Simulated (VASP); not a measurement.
## LiH2: equation of state with PBE

LiH2:

```
Li H
1.0
     2.91686    0.00000    0.00000
    -1.45843    2.52607    0.00000
     0.00000    0.00000    2.46688
Li H
1 2
Direct
  0.00000 0.00000 0.00000
  0.33333 0.66667 0.50000
  0.66667 0.33333 0.50000
```

The cell was built by a generator and needn't be a form met in nature.

```
Program                : VASP 6.6.1
Task                   : equation of state
Functional             : PBE
Potentials or basis    : VASP PAW PBE potentials, release 64 (Li_sv, H)
Cutoff                 : 520 eV
k mesh                 : 10 × 10 × 11
Occupations            : fermi-dirac, width 0.05 eV
Spin                   : no spin polarisation
Further INCAR settings : ALGO = Normal; EDIFF = 1e-07; NBANDS = 10
```

```json
{
  "Equilibrium volume": "6.05 Å³/atom",
  "Bulk modulus at fixed shape and positions": "47 GPa",
  "Pressure derivative of the bulk modulus": "3.2 (rough: it moves with the points fitted)"
}
```

Energy against volume, from the lowest point:
```
volume (Å³/atom)  energy (meV/atom)
           5.695               3.40
           5.816               1.45
           5.938               0.34
           6.059               0.00
           6.180               0.37
           6.301               1.41
           6.422               3.02
```

All runs of the series together: 85 s on 1 thread of AMD EPYC 9R45 96-Core Processor (Zen 5), on a shared host.

Caveat: the cutoff is under 1.25 times the usual one of these potentials, so pressure, stress and relaxed cells hold a basis-set (Pulay) error; the cell was scaled at fixed shape and fractional positions, which overstates the stiffness of a crystal with free parameters, most of all of layers and chains.
